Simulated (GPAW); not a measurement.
# HfC (Fm-3m) in GPAW: single point with r2SCAN

Aim: the single point of HfC with r2SCAN.

Program: GPAW 26.7.0. These are calculated values, not measurements. Logs are shortened: lines on timing, memory, paths and dates and some standing lists are left out, and cuts for length are marked. The log counts tension as positive stress, the text compression.

**1. The structure**

It takes space group Fm-3m (No. 225, cubic). Conventional cell: a = 4.650 Å, b = 4.650 Å, c = 4.650 Å, α = 90.00°, β = 90.00°, γ = 90.00°. Hf (site symmetry m-3m) has 6 C at 2.33 Å as nearest neighbours. C (site symmetry m-3m) is surrounded by 6 Hf at 2.33 Å.

**2. Single point, r2SCAN**

The input, run.py:

```python
import spglib
from ase import Atoms
from ase.dft.bandgap import bandgap
from ase.io import read, write
from ase.units import GPa
from gpaw import GPAW, PW

atoms = read('HfC.cif')
cell, positions, numbers = spglib.find_primitive(
    (atoms.cell[:], atoms.get_scaled_positions(), atoms.numbers), symprec=1e-4)
atoms = Atoms(numbers, cell=cell, scaled_positions=positions, pbc=True)

calc = GPAW(mode=PW(550),
            xc='MGGA_X_R2SCAN+MGGA_C_R2SCAN',
            kpts={'size': (8, 8, 8), 'gamma': True},
            occupations={'name': 'fermi-dirac', 'width': 0.05},
            nbands=18,
            maxiter=120,
            txt='gpaw.txt')
atoms.calc = calc
energy = atoms.get_potential_energy()
forces = atoms.get_forces()
stress = atoms.get_stress()
calc.write('gs.gpw')
write('result.traj', atoms)
print(f'Energy: {energy:.6f} eV')
print('Forces (eV/A):')
print(forces.round(4))
print('Stress (GPa):', (stress / GPa).round(3))
print('Fermi level:', round(calc.get_fermi_level(), 4), 'eV')
print(f'Gap: {bandgap(calc)[0]:.4f} eV, direct: {bandgap(calc, direct=True)[0]:.4f} eV')
```

The input, HfC.cif:

```cif
data_HfC
_cell_length_a 4.65000000
_cell_length_b 4.65000000
_cell_length_c 4.65000000
_cell_angle_alpha 90.00000000
_cell_angle_beta 90.00000000
_cell_angle_gamma 90.00000000
_space_group_name_H-M_alt 'Fm-3m'
_space_group_name_Hall '-F 4 2 3'
_space_group_IT_number 225
loop_
_space_group_symop_operation_xyz
'x,y,z'
'-x,-y,-z'
'-y,x,z'
'y,-x,-z'
'-x,-y,z'
'x,y,-z'
'y,-x,z'
'-y,x,-z'
'x,-y,-z'
'-x,y,z'
'-y,-x,-z'
'y,x,z'
'-x,y,-z'
'x,-y,z'
'y,x,-z'
'-y,-x,z'
'z,x,y'
'-z,-x,-y'
'z,-y,x'
'-z,y,-x'
'z,-x,-y'
'-z,x,y'
'z,y,-x'
'-z,-y,x'
'-z,x,-y'
'z,-x,y'
'-z,-y,-x'
'z,y,x'
'-z,-x,y'
'z,x,-y'
'-z,y,x'
'z,-y,-x'
'y,z,x'
'-y,-z,-x'
'x,z,-y'
'-x,-z,y'
'-y,z,-x'
'y,-z,x'
'-x,z,y'
'x,-z,-y'
'-y,-z,x'
'y,z,-x'
'-x,-z,-y'
'x,z,y'
'y,-z,-x'
'-y,z,x'
'x,-z,y'
'-x,z,-y'
'x,y+1/2,z+1/2'
'-x,-y+1/2,-z+1/2'
'-y,x+1/2,z+1/2'
'y,-x+1/2,-z+1/2'
[... 63 lines left out ...]
'-z+1/2,y,-x+1/2'
'z+1/2,-x,-y+1/2'
'-z+1/2,x,y+1/2'
'z+1/2,y,-x+1/2'
'-z+1/2,-y,x+1/2'
'-z+1/2,x,-y+1/2'
'z+1/2,-x,y+1/2'
'-z+1/2,-y,-x+1/2'
'z+1/2,y,x+1/2'
'-z+1/2,-x,y+1/2'
'z+1/2,x,-y+1/2'
'-z+1/2,y,x+1/2'
'z+1/2,-y,-x+1/2'
'y+1/2,z,x+1/2'
'-y+1/2,-z,-x+1/2'
'x+1/2,z,-y+1/2'
'-x+1/2,-z,y+1/2'
'-y+1/2,z,-x+1/2'
'y+1/2,-z,x+1/2'
'-x+1/2,z,y+1/2'
'x+1/2,-z,-y+1/2'
'-y+1/2,-z,x+1/2'
'y+1/2,z,-x+1/2'
'-x+1/2,-z,-y+1/2'
'x+1/2,z,y+1/2'
'y+1/2,-z,-x+1/2'
'-y+1/2,z,x+1/2'
'x+1/2,-z,y+1/2'
'-x+1/2,z,-y+1/2'
'x+1/2,y+1/2,z'
'-x+1/2,-y+1/2,-z'
'-y+1/2,x+1/2,z'
'y+1/2,-x+1/2,-z'
'-x+1/2,-y+1/2,z'
'x+1/2,y+1/2,-z'
'y+1/2,-x+1/2,z'
'-y+1/2,x+1/2,-z'
'x+1/2,-y+1/2,-z'
'-x+1/2,y+1/2,z'
'-y+1/2,-x+1/2,-z'
'y+1/2,x+1/2,z'
'-x+1/2,y+1/2,-z'
'x+1/2,-y+1/2,z'
'y+1/2,x+1/2,-z'
'-y+1/2,-x+1/2,z'
'z+1/2,x+1/2,y'
'-z+1/2,-x+1/2,-y'
'z+1/2,-y+1/2,x'
'-z+1/2,y+1/2,-x'
'z+1/2,-x+1/2,-y'
'-z+1/2,x+1/2,y'
'z+1/2,y+1/2,-x'
'-z+1/2,-y+1/2,x'
'-z+1/2,x+1/2,-y'
'z+1/2,-x+1/2,y'
'-z+1/2,-y+1/2,-x'
'z+1/2,y+1/2,x'
'-z+1/2,-x+1/2,y'
'z+1/2,x+1/2,-y'
'-z+1/2,y+1/2,x'
'z+1/2,-y+1/2,-x'
'y+1/2,z+1/2,x'
'-y+1/2,-z+1/2,-x'
'x+1/2,z+1/2,-y'
'-x+1/2,-z+1/2,y'
'-y+1/2,z+1/2,-x'
'y+1/2,-z+1/2,x'
'-x+1/2,z+1/2,y'
'x+1/2,-z+1/2,-y'
'-y+1/2,-z+1/2,x'
'y+1/2,z+1/2,-x'
'-x+1/2,-z+1/2,-y'
'x+1/2,z+1/2,y'
'y+1/2,-z+1/2,-x'
'-y+1/2,z+1/2,x'
'x+1/2,-z+1/2,y'
'-x+1/2,z+1/2,-y'
loop_
_atom_site_label
_atom_site_type_symbol
_atom_site_symmetry_multiplicity
_atom_site_Wyckoff_symbol
_atom_site_fract_x
_atom_site_fract_y
_atom_site_fract_z
_atom_site_occupancy
Hf1 Hf 4 b 0.5000000000 0.0000000000 0.0000000000 1
C1 C 4 a 0.0000000000 0.0000000000 0.0000000000 1
```

Potentials or basis: GPAW PAW data sets (gpaw-data 1.2.1), pw.

On the command line:

```sh
$ OMP_NUM_THREADS=1 python run.py
```

gpaw.txt:

```text
__  _  _
 | _ |_)|_||  |
 |__||  | ||/\| - 26.7.0

Input parameters:
  mode=PW(ecut=550.0),
  kpts=MonkhorstPack(size=(8, 8, 8), gamma=True),
  maxiter=120,
  nbands=18,
  occupations=Occupations(name='fermi-dirac', width=0.05),
  xc=XC(name='MGGA_X_R2SCAN+MGGA_C_R2SCAN')

Diagonalizing LCAO Hamiltonian
Converting LCAO to pw mode

               Hf

       C

Atoms  # Å, Bohr magnetons
|   | symbol |        x |        y |        z |    initial magnetic moments |
|---|--------|----------|----------|----------|-----------------------------|
| 0 |     Hf | 2.325000 | 2.325000 | 2.325000 | ( 0.0000,  0.0000,  0.0000) |
| 1 |      C | 0.000000 | 0.000000 | 0.000000 | ( 0.0000,  0.0000,  0.0000) |

Unit cell  # Å
| periodic |        x |        y |        z |  lengths |    angles |
|----------|----------|----------|----------|----------|-----------|
|      yes | 0.000000 | 2.325000 | 2.325000 | 3.288047 | 60.000000 |
|      yes | 2.325000 | 0.000000 | 2.325000 | 3.288047 | 60.000000 |
|      yes | 2.325000 | 2.325000 | 0.000000 | 3.288047 | 60.000000 |

Number of symmetries: 48
Symmetry operations  # r_c * U_cc + t_c -> r_c
|    | kind |            matrix            |
|----|------|------------------------------|
|  0 |  σ   |  1, 0, 0,  1, 0,-1,  1,-1, 0 |
|  1 |  C2  |  1, 0, 0,  1,-1, 0,  1, 0,-1 |
|  2 |  E   |  1, 0, 0,  0, 1, 0,  0, 0, 1 |
|  3 |  σ   |  1, 0, 0,  0, 0, 1,  0, 1, 0 |
|  4 |  C4  |  1, 0,-1,  1, 0, 0,  1,-1, 0 |
|  5 |  S6  |  1, 0,-1,  1,-1, 0,  1, 0, 0 |
|  6 |  σ   |  1, 0,-1,  0, 1,-1,  0, 0,-1 |
|  7 |  C3  |  1, 0,-1,  0, 0,-1,  0, 1,-1 |
|  8 |  S6  |  1,-1, 0,  1, 0, 0,  1, 0,-1 |
|  9 |  C4  |  1,-1, 0,  1, 0,-1,  1, 0, 0 |
| 10 |  C3  |  1,-1, 0,  0,-1, 1,  0,-1, 0 |
| 11 |  σ   |  1,-1, 0,  0,-1, 0,  0,-1, 1 |
| 12 |  σ   |  0, 1, 0,  1, 0, 0,  0, 0, 1 |
| 13 |  C4  |  0, 1, 0,  0, 1,-1, -1, 1, 0 |
| 14 |  C3  |  0, 1, 0,  0, 0, 1,  1, 0, 0 |
| 15 |  S6  |  0, 1, 0, -1, 1, 0,  0, 1,-1 |
| 16 |  C2  |  0, 1,-1,  1, 0,-1,  0, 0,-1 |
| 17 |  σ   |  0, 1,-1,  0, 1, 0, -1, 1, 0 |
| 18 |  S4  |  0, 1,-1,  0, 0,-1,  1, 0,-1 |
| 19 |  C4  |  0, 1,-1, -1, 1, 0,  0, 1, 0 |
| 20 |  C3  |  0, 0, 1,  1, 0, 0,  0, 1, 0 |
| 21 |  σ   |  0, 0, 1,  0, 1, 0,  1, 0, 0 |
| 22 |  S6  |  0, 0, 1,  0,-1, 1, -1, 0, 1 |
| 23 |  C4  |  0, 0, 1, -1, 0, 1,  0,-1, 1 |
| 24 |  S4  |  0, 0,-1,  1, 0,-1,  0, 1,-1 |
| 25 |  C3  |  0, 0,-1,  0, 1,-1,  1, 0,-1 |
| 26 |  C2  |  0, 0,-1,  0,-1, 0, -1, 0, 0 |
| 27 |  S6  |  0, 0,-1, -1, 0, 0,  0,-1, 0 |
| 28 |  S4  |  0,-1, 1,  1,-1, 0,  0,-1, 0 |
| 29 |  C4  |  0,-1, 1,  0, 0, 1, -1, 0, 1 |
| 30 |  C2  |  0,-1, 1,  0,-1, 0,  1,-1, 0 |
| 31 |  σ   |  0,-1, 1, -1, 0, 1,  0, 0, 1 |
| 32 |  C3  |  0,-1, 0,  1,-1, 0,  0,-1, 1 |
| 33 |  S6  |  0,-1, 0,  0, 0,-1, -1, 0, 0 |
| 34 |  S4  |  0,-1, 0,  0,-1, 1,  1,-1, 0 |
| 35 |  C2  |  0,-1, 0, -1, 0, 0,  0, 0,-1 |
| 36 |  C2  | -1, 1, 0,  0, 1, 0,  0, 1,-1 |
| 37 |  S6  | -1, 1, 0,  0, 1,-1,  0, 1, 0 |
| 38 |  S4  | -1, 1, 0, -1, 0, 1, -1, 0, 0 |
| 39 |  C3  | -1, 1, 0, -1, 0, 0, -1, 0, 1 |
| 40 |  S6  | -1, 0, 1,  0, 0, 1,  0,-1, 1 |
| 41 |  C2  | -1, 0, 1,  0,-1, 1,  0, 0, 1 |
| 42 |  C3  | -1, 0, 1, -1, 1, 0, -1, 0, 0 |
| 43 |  S4  | -1, 0, 1, -1, 0, 0, -1, 1, 0 |
| 44 |  C2  | -1, 0, 0,  0, 0,-1,  0,-1, 0 |
| 45 |  i   | -1, 0, 0,  0,-1, 0,  0, 0,-1 |
| 46 |  σ   | -1, 0, 0, -1, 1, 0, -1, 0, 1 |
| 47 |  C2  | -1, 0, 0, -1, 0, 1, -1, 1, 0 |

BZ-sampling:
  Number of BZ points: 512
  Number of IBZ points: 29

  Monkhorst-Pack size: [8, 8, 8]
  Monkhorst-Pack shift: [0.0625, 0.0625, 0.0625]

K-points  # in reciprocal-cell coordinates
|     |                                coordinates |     weight |
|-----|--------------------------------------------|------------|
|   0 | (  0.00000000,   0.00000000,   0.00000000) | 0.00195312 |
|   1 | (  0.12500000,   0.12500000,   0.00000000) | 0.01171875 |
|   2 | (  0.12500000,   0.12500000,   0.12500000) | 0.01562500 |
|   3 | (  0.25000000,   0.12500000,   0.12500000) | 0.02343750 |
|   4 | (  0.25000000,   0.25000000,   0.00000000) | 0.01171875 |
|   5 | (  0.25000000,   0.25000000,   0.12500000) | 0.04687500 |
|   6 | (  0.25000000,   0.25000000,   0.25000000) | 0.01562500 |
|   7 | (  0.37500000,   0.25000000,  -0.37500000) | 0.04687500 |
|   8 | (  0.37500000,   0.25000000,   0.12500000) | 0.04687500 |
|   9 | (  0.37500000,   0.25000000,   0.25000000) | 0.04687500 |
| ... |                                            |            |
|  28 | (  0.50000000,   0.50000000,   0.50000000) | 0.00781250 |

Plane wave coefficients: 754
Cutoff: 550.0 eV

Spin-components: 1 (collinear spins)
Bands:           18
Projectors:      11
Spin-degeneracy: 2
Datatype:        complex128

Parallelization:
  kpt:    1
  domain: 1
  band:   1

Density:
  Valence electrons: 16.0
  Components: 1
  Grid points: [18 18 18]
  Charge: 0.0  # |e|

Potential:
  Grid points: [18 18 18]

species:
  Hf:
    name:    Hafnium
    Z:       72.0
    valence: 12
    core:    60
    charge:  0.0  # [|e|]
    compensation charges:
      type: gauss
      rc: 0.41  # [Å]
      lmax: 2
    cutoffs:
      filter: 2.36  # [Å]
      core: 4.02  # [Å]
    projectors
    | kind |    occ | energy [eV] | rcut [Å] |
    |------|--------|-------------|----------|
    |   5s |  2.000 |     -66.831 |    1.397 |
    |   6s |  2.000 |      -5.097 |    1.397 |
    |   5p |  6.000 |     -35.599 |    1.307 |
    |   6p |  0.000 |      -1.401 |    1.307 |
    |   5d |  2.000 |      -2.699 |    1.334 |
    |    d |        |      24.513 |    1.334 |

    Using partial waves for Hf as LCAO basis

  C:
    name:    Carbon
    Z:       6.0
    valence: 4
    core:    2
    charge:  0.0  # [|e|]
    compensation charges:
      type: gauss
      rc: 0.20  # [Å]
      lmax: 2
    cutoffs:
      filter: 1.14  # [Å]
      core: 1.14  # [Å]
    projectors
    | kind |    occ | energy [eV] | rcut [Å] |
    |------|--------|-------------|----------|
    |   2s |  2.000 |     -13.751 |    0.635 |
    |   2p |  2.000 |      -5.284 |    0.635 |
    |    s |        |      13.461 |    0.635 |
    |    p |        |      21.927 |    0.635 |
    |    d |        |       0.000 |    0.635 |

    Using partial waves for C as LCAO basis

Reference energy: -410913.743391  # eV

eigensolver:
  PPCG
  Converge bands: occupied
  niter=2

density mixing:
  MSR1-Mixer
  Pratt-step length: 0.05
  Maximum mixing coefficient: 0.75
  Old densities: 10
  SVD Regularization: 0.005
  Good broyden scale: 1.0
  Trust region scale: 1.0
  Backstep threshold: 4.0
  History deletion threshold: 6.0
  Fourier metric: weight=20.0, sigma=0.015

occupation numbers:
  Fermi-Dirac:
    width: 0.0500  # eV

poisson solver:
  ecut: 4400.0  # eV

xc functional:
  name: MGGA_X_R2SCAN+MGGA_C_R2SCAN with 2 nearest neighbor stencil

convergence criteria:
- Maximum [total energy] change in last 3 cyles: 0.0005 eV / valence electron
- Maximum integral of absolute [dens]ity change: 0.0001 electrons / valence electron
- Maximum integral of absolute [eigenst]ate change: 4e-08 eV^2 / valence electron
maximum number of iterations: 120

SCF iterations
|iter     | |      energy | eigst |  dens |
|---------|-|-------------|-------|-------|
|iter:   1| |  -36.327858 | -0.33 |       |
|iter:   2| |  -33.380179 | -1.56 | -0.83 |
|iter:   3| |  -32.428081 | -1.44 | -0.88 |
|iter:   4| |  -32.461530 | -2.47 | -1.57 |
|iter:   5| |  -32.478632 | -3.01 | -1.81 |
|iter:   6| |  -32.478624 | -5.04 | -2.98 |
|iter:   7| |  -32.478646c| -5.61 | -3.43 |
|iter:   8| |  -32.478650c| -6.32 | -3.98 |
|iter:   9| |  -32.478650c| -7.73c| -4.90c|

Converged in 9 steps
Energy contributions relative to reference atoms: (reference = -410913.743391)

Energy contributions:
  Kinetic:          28.488117
  Coulomb:         -28.420829
  Zero:             -0.461168
  External:          0.000000
  Xc:              -32.083874
  Entropy:          -0.001792
  Spinorbit:         0.000000
  ----------------------------
  Free energy:     -32.479546
  Extrapolated:    -32.478650

dipole moment: (-9.244523, -9.244523, -9.244523)  # |e|*Ang

Fermi level: 10.838
Eigenvalues  # (at kpt = [0.000, 0.000, 0.000])
| band index |      eig [eV] | occ [0-2] |
|------------|---------------|-----------|
|          0 |       -51.929 |     2.000 |
|          1 |       -19.877 |     2.000 |
|          2 |       -19.877 |     2.000 |
|          3 |       -19.877 |     2.000 |
|          4 |        -2.068 |     2.000 |
|          5 |        11.960 |     0.000 |
|          6 |        11.960 |     0.000 |
|          7 |        11.960 |     0.000 |
|          8 |        12.556 |     0.000 |
|          9 |        12.556 |     0.000 |
|         10 |        12.556 |     0.000 |
|         11 |        14.433 |     0.000 |
|         12 |        14.433 |     0.000 |
|        ... |               |           |
|         17 |        35.827 |     0.000 |

No gap
No difference between direct/indirect transitions

Forces  # eV/Ang
|       x |       y |       z |
|---------|---------|---------|
| 0.00000 | 0.00000 | 0.00000 |  # Hf   0
| 0.00000 | 0.00000 | 0.00000 |  # C    1

Stress tensor  # eV/Ang^3
|        x |        y |        z |
|----------|----------|----------|
| 0.000998 | 0.000000 | 0.000000 |
| 0.000000 | 0.000998 | 0.000000 |
| 0.000000 | 0.000000 | 0.000998 |

# Writing to gs.gpw (mode='')
```

Run time: 29 s. Hardware: 1 thread of Arm Neoverse V1, shared host; peak memory 0.26 GiB.

The run converged, but some of its settings lie outside the range that counts as converged, so its numbers aren't taken as properties of the crystal.

What came out:

| Property | Result |
| --- | --- |
| Free energy | -32.4795 eV |
| Pressure | -0.2 GPa |
| Band gap on the k mesh | none (metal or under the smearing width) |

Caveat: the cutoff is short for stress and forces, so pressures can be off by a GPa or more; the PAW data sets were made with another functional, which shifts forces and pressure a little.
